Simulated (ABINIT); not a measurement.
# Ir (Fm-3m) in ABINIT: a series of runs

The runs below take Ir through equation of state, band structure, with AM05+D4, LDA-PZ, BLYP+D3, PBEsol.

All numbers are computed with ABINIT 10.8.3 (patched build); they aren't measurements. Logs are shortened: lines on timing, memory, paths and dates and some standing lists are left out, and cuts for length are marked. The log counts tension as positive stress, the text compression.

**1. Starting point**

It takes space group Fm-3m (No. 225, cubic). The conventional cell has a = 3.831 Å, b = 3.831 Å, c = 3.831 Å, α = 90.00°, β = 90.00°, γ = 90.00°. Ir (site symmetry m-3m) is surrounded by 12 Ir at 2.71 Å.

**2. Equation of state, AM05+D4**

File run.py:

```python
import json, os
import numpy as np
from ase.eos import EquationOfState
from ase.units import GPa
from ase.calculators.mixing import SumCalculator
from dftd4.ase import DFTD4
from ase.calculators.abinit import Abinit, AbinitProfile
from ase import Atoms

atoms = Atoms(['Ir'],
              cell=[[0.0, 1.9156, 1.9156], [1.9156, 0.0, 1.9156], [1.9156, 1.9156, 0.0]],
              scaled_positions=[[0.0, 0.0, 0.0]],
              pbc=True)

profile = AbinitProfile(command='abinit', pp_paths=[os.path.abspath('pseudos')])
params = dict(
    pps='pawxml', xc='PBE',
    ecut=435.3822,
    pawecutdg=870.7644,
    kptopt=1,
    ngkpt=[12, 12, 12],
    nshiftk=1,
    shiftk=[0.0, 0.0, 0.0],
    ixc=-120135,
    nband=12,
    occopt=3,
    tsmear=0.05,
    nstep=100,
    tolvrs=1e-09,
    prtwf=0,
    prtden=0,
)

cell0 = atoms.cell.copy()
volumes, energies = [], []
for i, x in enumerate([0.94, 0.96, 0.98, 1.0, 1.02, 1.04, 1.06]):
    atoms.set_cell(cell0 * x ** (1 / 3), scale_atoms=True)
    atoms.calc = SumCalculator([Abinit(profile=profile, directory=f'v{i}', **params), DFTD4(method='am05')])
    volumes.append(atoms.get_volume() / len(atoms))
    dft, disp = atoms.calc.mixer.calcs
    energies.append((dft.get_property('free_energy', atoms) + disp.get_property('energy', atoms)) / len(atoms))
    print(f'{x:5.2f} {volumes[-1]:10.5f} A^3/atom {energies[-1]:14.6f} eV/atom', flush=True)
    json.dump(dict(volumes=volumes, energies=energies), open('results.json', 'w'))
v0, e0, b0 = EquationOfState(volumes, energies, eos='sjeos').fit()
print(f'V0 {v0:.4f} A^3/atom  E0 {e0:.6f} eV/atom  B0 {b0 / GPa:.2f} GPa')
```

Potentials or basis: JTH PAW PBE v2.0.

Command:

```
$ python run.py
```

Log:

```text
0.94   13.21516 A^3/atom   -2099.360835 eV/atom
 0.96   13.49633 A^3/atom   -2099.384899 eV/atom
 0.98   13.77750 A^3/atom   -2099.391242 eV/atom
 1.00   14.05868 A^3/atom   -2099.382513 eV/atom
 1.02   14.33985 A^3/atom   -2099.360869 eV/atom
 1.04   14.62103 A^3/atom   -2099.328340 eV/atom
 1.06   14.90220 A^3/atom   -2099.285199 eV/atom
V0 13.7517 A^3/atom  E0 -2099.391300 eV/atom  B0 425.01 GPa
```

abinit.in:

```text
ecut 435.3822 eV
ixc -120135
kptopt 1
natom 1
nband 12
ngkpt
12 12 12
nshiftk 1
nsppol 1
nstep 100
occopt 3
pawecutdg 870.7644 eV
prtden 0
prtwf 0
shiftk
0.0 0.0 0.0
tolvrs 1e-09
tsmear 0.05 eV
#Definition of the unit cell
acell
1.00000000000000 1.00000000000000 1.00000000000000 Angstrom
rprim
0.00000000000000 1.95317032263200 1.95317032263200
1.95317032263200 0.00000000000000 1.95317032263200
1.95317032263200 1.95317032263200 0.00000000000000
chkprim 0 # Allow non-primitive cells
#Definition of the atom types
ntypat 1
znucl 77
#Enumerate different atomic species
typat
 1
pseudos "./pseudos/Ir.GGA_PBE-JTH.xml"
#Definition of the atoms
xcart
0.00000000000000 0.00000000000000 0.00000000000000
chkexit 1 # abinit.exit file in the running directory terminates after the current SCF
```

abinit.abo:

```text
.Version 10.8.3 of ABINIT
 Symmetries : space group Fm -3 m (#225); Bravais cF (face-center cubic)
================================================================================
 Values of the parameters that define the memory need of the present run
     intxc =       0    ionmov =       0      iscf =      17    lmnmax =      18
     lnmax =       6     mgfft =      20  mpssoang =       3    mqgrid =    3001
     natom =       1  nloc_mem =       2    nspden =       1   nspinor =       1
    nsppol =       1      nsym =      48    n1xccc =       1    ntypat =       1
    occopt =       3   xclevel =       2
       mpw =         322          nfft =        8000          nkpt =          72
 PAW method is used; the additional fine FFT grid is defined by:
   mgfftf=        30    nfftf =     27000
================================================================================
================================================================================

--------------------------------------------------------------------------------
------------- Echo of variables that govern the present computation ------------
--------------------------------------------------------------------------------
 -outvars: echo values of preprocessed input variables --------
            acell      1.8897261259E+00  1.8897261259E+00  1.8897261259E+00 Bohr
              amu      1.92220000E+02
          chkexit           1
          chkprim           0
             ecut      1.60000007E+01 Hartree
                       outvar_i_n : Printing only first  50 k-points.
              ixc     -120135
                       outvar_i_n : Printing only first  50 k-points.
         kptrlatt       12    0    0      0   12    0      0    0   12
          kptrlen      6.26376172E+01
            natom           1
            nband          12
            ngfft          20      20      20
          ngfftdg          30      30      30
             nkpt          72
            nstep         100
             nsym          48
           ntypat           1
                       prtocc : prtvol=0, do not print more k-points.
           occopt           3
        pawecutdg      3.20000015E+01 Hartree
         pawxcdev           0
           prtden           0
            prtwf           0
            rprim      0.0000000000E+00  1.9531703226E+00  1.9531703226E+00
                       1.9531703226E+00  0.0000000000E+00  1.9531703226E+00
                       1.9531703226E+00  1.9531703226E+00  0.0000000000E+00
          spgroup         225
           tolvrs      1.00000000E-09
           tsmear      1.83746611E-03 Hartree
            typat      1
           useylm           1
                       outvars : Printing only first  50 k-points.
            znucl       77.00000

================================================================================

 chkinp: Checking input parameters for consistency.

================================================================================
== DATASET  1 ==================================================================

--- !DatasetInfo
iteration_state: {dtset: 1, }
dimensions: {natom: 1, nkpt: 72, mband: 12, nsppol: 1, nspinor: 1, nspden: 1, mpw: 322, }
cutoff_energies: {ecut:  16.0, pawecutdg:  32.0, }
electrons: {nelect:   1.50000000E+01, charge:   0.00000000E+00, occopt:   3.00000000E+00, tsmear:   1.83746611E-03, }
meta: {optdriver: 0, ionmov: 0, optcell: 0, iscf: 17, paral_kgb: 0, }
...

 Real(R)+Recip(G) space primitive vectors, cartesian coordinates (Bohr,Bohr^-1):
 R(1)=  0.0000000  3.6909570  3.6909570  G(1)= -0.1354662  0.1354662  0.1354662
 R(2)=  3.6909570  0.0000000  3.6909570  G(2)=  0.1354662 -0.1354662  0.1354662
 R(3)=  3.6909570  3.6909570  0.0000000  G(3)=  0.1354662  0.1354662 -0.1354662
 Unit cell volume ucvol=  1.0056502E+02 bohr^3
 Angles (23,13,12)=  6.00000000E+01  6.00000000E+01  6.00000000E+01 degrees

 Coarse grid specifications (used for wave-functions):

 getcut: wavevector=  0.0000  0.0000  0.0000  ngfft=  20  20  20
         ecut(hartree)=     16.000   => boxcut(ratio)=   2.12790

 Fine grid specifications (used for densities):

 getcut: wavevector=  0.0000  0.0000  0.0000  ngfft=  30  30  30
         ecut(hartree)=     32.000   => boxcut(ratio)=   2.25948

 getcut : COMMENT -
  Note that boxcut > 2.2 ; recall that boxcut=Gcut(box)/Gcut(sphere) = 2
  is sufficient for exact treatment of convolution.
  Such a large boxcut is a waste : you could raise ecut
  e.g. ecut=   40.842125 Hartrees makes boxcut=2

--- Pseudopotential description ------------------------------------------------
- pspini: atom type   1  psp file is <dir>
 Pseudopotential format is: paw10
 basis_size (lnmax)=  6 (lmn_size= 18), orbitals=   0   0   1   1   2   2
 Spheres core radius: rc_sph= 2.51065676
 Shapefunction is SIN type: shapef(r)=[sin(pi*r/rshp)/(pi*r/rshp)]**2
 Radius for shape functions =  2.20407242
 Compensation charge density is not taken into account in XC energy/potential

   5.25859805E+02                                ecore*ucvol(ha*bohr**3)
--------------------------------------------------------------------------------

[... 7 lines left out ...]

     iter   Etot(hartree)      deltaE(h)  residm     nres2
 ETOT  1  -76.227432394021    -7.623E+01 3.014E+01 4.181E+00
 ETOT  2  -77.137929299339    -9.105E-01 2.246E-01 2.848E+00
 ETOT  3  -77.128064504386     9.865E-03 4.068E-02 1.609E-01
 ETOT  4  -77.128315986186    -2.515E-04 2.599E-02 2.121E-02
 ETOT  5  -77.128399660441    -8.367E-05 1.029E-03 8.359E-04
 ETOT  6  -77.128402102540    -2.442E-06 4.581E-04 4.343E-04
 ETOT  7  -77.128401233307     8.692E-07 3.940E-04 1.156E-05
 ETOT  8  -77.128401329289    -9.598E-08 2.403E-04 4.828E-07
 ETOT  9  -77.128401330682    -1.393E-09 1.735E-04 5.009E-08
 ETOT 10  -77.128401330728    -4.607E-11 1.453E-04 9.852E-09
 ETOT 11  -77.128401330724     3.723E-12 1.566E-04 8.289E-12

 At SCF step   11       nres2   =  8.29E-12 < tolvrs=  1.00E-09 =>converged.

 Cartesian components of stress tensor (hartree/bohr^3)
  sigma(1 1)=  7.61386527E-04  sigma(3 2)=  0.00000000E+00
  sigma(2 2)=  7.61386527E-04  sigma(3 1)=  0.00000000E+00
  sigma(3 3)=  7.61386527E-04  sigma(2 1)=  0.00000000E+00

--- !ResultsGS
iteration_state: {dtset: 1, }
comment   : Summary of ground state results
lattice_vectors:
- [  0.0000000,   3.6909570,   3.6909570, ]
- [  3.6909570,   0.0000000,   3.6909570, ]
- [  3.6909570,   3.6909570,   0.0000000, ]
lattice_lengths: [   5.21980,    5.21980,    5.21980, ]
lattice_angles: [ 60.000,  60.000,  60.000, ] # degrees, (23, 13, 12)
lattice_volume:   1.0056502E+02
convergence: {deltae:  3.723E-12, res2:  8.289E-12, residm:  1.566E-04, diffor: null, }
etotal    :  -7.71284013E+01
entropy   :   0.00000000E+00
fermie    :   5.14351247E-01
cartesian_stress_tensor: # hartree/bohr^3
- [  7.61386527E-04,   0.00000000E+00,   0.00000000E+00, ]
- [  0.00000000E+00,   7.61386527E-04,   0.00000000E+00, ]
- [  0.00000000E+00,   0.00000000E+00,   7.61386527E-04, ]
pressure_GPa:  -2.2401E+01
xred      :
- [  0.0000E+00,   0.0000E+00,   0.0000E+00, Ir]
cartesian_forces: # hartree/bohr
- [ -0.00000000E+00,  -0.00000000E+00,  -0.00000000E+00, ]
force_length_stats: {min:   0.00000000E+00, max:   0.00000000E+00, mean:   0.00000000E+00, }
...

 Integrated electronic density in atomic spheres:
 ------------------------------------------------
 Atom  Sphere_radius  Integrated_density
    1        2.51066         13.49590625

================================================================================

 ----iterations are completed or convergence reached----

 Mean square residual over all n,k,spin=   35.822E-08; max=  15.662E-05
 reduced coordinates (array xred) for    1 atoms
       0.000000000000      0.000000000000      0.000000000000
 rms dE/dt=  0.0000E+00; max dE/dt=  0.0000E+00; dE/dt below (all hartree)
    1       0.000000000000      0.000000000000      0.000000000000

 cartesian coordinates (angstrom) at end:
    1      0.00000000000000     0.00000000000000     0.00000000000000

 cartesian forces (hartree/bohr) at end:
    1     -0.00000000000000    -0.00000000000000    -0.00000000000000
 frms,max,avg= 0.0000000E+00 0.0000000E+00   0.000E+00  0.000E+00  0.000E+00 h/b

 cartesian forces (eV/Angstrom) at end:
    1     -0.00000000000000    -0.00000000000000    -0.00000000000000
 frms,max,avg= 0.0000000E+00 0.0000000E+00   0.000E+00  0.000E+00  0.000E+00 e/A
 length scales=  1.889726125908  1.889726125908  1.889726125908 bohr
              =  1.000000000000  1.000000000000  1.000000000000 angstroms
 Fermi (or HOMO) energy (hartree) =   0.51435   Average Vxc (hartree)=  -0.48070
 Eigenvalues (hartree) for nkpt=  72  k points:
 kpt#   1, nband= 12, wtk=  0.00058, kpt=  0.0000  0.0000  0.0000 (reduced coord)
  -1.29807   -1.29807   -1.29807    0.11979    0.38115    0.38115    0.38115    0.47312
   0.47312    0.64298    1.02011    1.21420
      occupation numbers for kpt#   1
   2.00000    2.00000    2.00000    2.00000    2.00000    2.00000    2.00000    2.00000
   2.00000    0.00000    0.00000    0.00000
 prteigrs : prtvol=0 or 1, do not print more k-points.

--- !EnergyTerms
iteration_state     : {dtset: 1, }
comment             : Components of total free energy in Hartree
kinetic             :  9.57022065442818E+00
hartree             :  8.63823718017497E+00
xc                  : -3.56903485391529E+00
Ewald energy        : -6.98730688478561E+01
psp_core            :  5.22905281340977E+00
local_psp           : -3.44240283287222E+01
PAW spherical_terms :  7.30041757529454E+00
internal            : -7.71282038071861E+01
'-kT*entropy'       : -1.95492067469198E-04
total_energy        : -7.71283992992535E+01
total_energy_eV     : -2.09877066386624E+03
...

--- !EnergyTermsDC
iteration_state     : {dtset: 1, }
comment             : '"Double-counting" decomposition of free energy'
band_energy         : -4.52554037808201E+00
Ewald energy        : -6.98730688478561E+01
psp_core            :  5.22905281340977E+00
xc_dc               : -7.82233900788885E+00
PAW spherical_terms : -1.36310418239747E-01
internal            : -7.71282058386569E+01
'-kT*entropy'       : -1.95492067469198E-04
total_energy_dc     : -7.71284013307244E+01
total_energy_dc_eV  : -2.09877071914538E+03
...

--- !EnergyTermsWithPAWCore
iteration_state     : {dtset: 1, }
comment             : 'Components of total free energy, including PAW core contributions'
Total energy        : -1.78183643023335E+04
Total energy DC     : -1.78183643043650E+04
Total energy (eV)   : -4.84862393302396E+05
Total energy DC (eV): -4.84862393357676E+05
...

 Cartesian components of stress tensor (hartree/bohr^3)
  sigma(1 1)=  7.61386527E-04  sigma(3 2)=  0.00000000E+00
  sigma(2 2)=  7.61386527E-04  sigma(3 1)=  0.00000000E+00
  sigma(3 3)=  7.61386527E-04  sigma(2 1)=  0.00000000E+00

-Cartesian components of stress tensor (GPa)         [Pressure= -2.2401E+01 GPa]
- sigma(1 1)=  2.24007650E+01  sigma(3 2)=  0.00000000E+00
- sigma(2 2)=  2.24007650E+01  sigma(3 1)=  0.00000000E+00
- sigma(3 3)=  2.24007650E+01  sigma(2 1)=  0.00000000E+00

== END DATASET(S) ==============================================================
================================================================================

 -outvars: echo values of variables after computation  --------
            acell      1.8897261259E+00  1.8897261259E+00  1.8897261259E+00 Bohr
           etotal     -7.7128401331E+01
            fcart     -0.0000000000E+00 -0.0000000000E+00 -0.0000000000E+00
            rprim      0.0000000000E+00  1.9531703226E+00  1.9531703226E+00
                       1.9531703226E+00  0.0000000000E+00  1.9531703226E+00
                       1.9531703226E+00  1.9531703226E+00  0.0000000000E+00
           strten      7.6138652689E-04  7.6138652689E-04  7.6138652689E-04
                       0.0000000000E+00  0.0000000000E+00  0.0000000000E+00
 Calculation completed.
```

It took 70 s on 1 thread of Arm Neoverse V2, shared host; peak memory 0.09 GiB.

Results:

| Item | Value |
| --- | --- |
| Equilibrium volume | 13.75 Å³/atom |
| Bulk modulus | 425 GPa |
| Pressure derivative of the bulk modulus | 5.9 (rough: it moves with the points fitted) |

Energy against volume, from the lowest point:
```csv
volume (Å³/atom),energy (meV/atom)
13.215,30.41
13.496,6.34
13.778,0.00
14.059,8.73
14.340,30.37
14.621,62.90
14.902,106.04
```

Caveat: pressures at fixed basis lie under the slope of the energies; the log and the count of SCF iterations are those of the last ABINIT call alone; the PAW data sets were made with another functional, which shifts forces and pressure a little. Spin-orbit coupling is left out, which matters for the levels of Ir.

**3. Band structure, LDA-PZ, spin-orbit coupling, no magnetisation**

File run.abi:

```
# Datasets: ground state, then fixed potential
ndtset 2

# Pseudopotentials
pp_dirpath "./"
pseudos "Ir.LDA_PW-JTH.xml"

# Structure
acell 3*1.0 Angstrom
rprim
     0.0000000000     1.9156000000     1.9156000000
     1.9156000000     0.0000000000     1.9156000000
     1.9156000000     1.9156000000     0.0000000000
ntypat 1
znucl 77
natom 1
typat 1
xred
     0.0000000000     0.0000000000     0.0000000000

# Plane-wave basis
ecut 17.0
pawecutdg 34.0

# Exchange and correlation
ixc 2

# Bands and occupations
occopt 3
tsmear 0.00183747

# Spin
nspinor 2
nspden 1
pawspnorb 1

# SCF cycle
nstep 100

# Output
iomode 3
prtwf 0
prteig 0
prtebands 0
enunit 1
prtden1 1
prtvha1 1
prtvclmb1 1
prtpot1 1

# Dataset 1
kptopt1 4
ngkpt1 12 12 12
nshiftk1 1
shiftk1 0.0 0.0 0.0
nband1 24
tolvrs1 1.0e-9

# Dataset 2: bands along G-X-W-K-G-L-U-W-L-K
iscf2 -2
getden2 1
nband2 36
nbdbuf2 8
tolwfr2 1.0e-11
kptopt2 -9
ndivsm2 5
prteig2 1
kptbounds2
     0.0000000000     0.0000000000     0.0000000000
     0.5000000000     0.0000000000     0.5000000000
     0.5000000000     0.2500000000     0.7500000000
     0.3750000000     0.3750000000     0.7500000000
     0.0000000000     0.0000000000     0.0000000000
     0.5000000000     0.5000000000     0.5000000000
     0.6250000000     0.2500000000     0.6250000000
     0.5000000000     0.2500000000     0.7500000000
     0.5000000000     0.5000000000     0.5000000000
     0.3750000000     0.3750000000     0.7500000000
```

Potentials or basis: JTH PAW LDA v2.0.

Command:

```
$ abinit run.abi > log 2>&1
```

Wall time 58 s (1 thread of Arm Neoverse V2, shared host); peak memory 0.1 GiB.

The run converged. Its results:

* Free energy: -2106.7254 eV
* Pressure: -4.7 GPa
* Band gap on the k mesh: none (metal or under the smearing width)
* Valence electrons inside the program's atomic spheres: Ir 13.64 (radii [1.3286] Å)

Levels at the corners of the path, in eV from the Fermi level:
| point | band 12 | band 13 | band 14 | band 15 | band 16 | band 17 |
| --- | --- | --- | --- | --- | --- | --- |
| Γ | -4.44 | -3.61 | -3.61 | -1.20 | -1.20 | -1.20 |
| X | 0.59 | 1.01 | 1.01 | 1.40 | 1.40 | 1.91 |
| W | -5.13 | -1.91 | -1.91 | 1.39 | 1.39 | 6.14 |
| K | -3.16 | -1.02 | -1.02 | 0.56 | 0.56 | 5.96 |
| Γ | -4.44 | -3.61 | -3.61 | -1.20 | -1.20 | -1.20 |
| L | -3.77 | -0.91 | -0.91 | 0.50 | 0.50 | 1.10 |
| U | -3.16 | -1.02 | -1.02 | 0.56 | 0.56 | 5.96 |
| W | -5.13 | -1.91 | -1.91 | 1.39 | 1.39 | 6.14 |
| L | -3.77 | -0.91 | -0.91 | 0.50 | 0.50 | 1.10 |
| K | -3.16 | -1.02 | -1.02 | 0.56 | 0.56 | 5.96 |

(Part 1 of 2 ends here.)
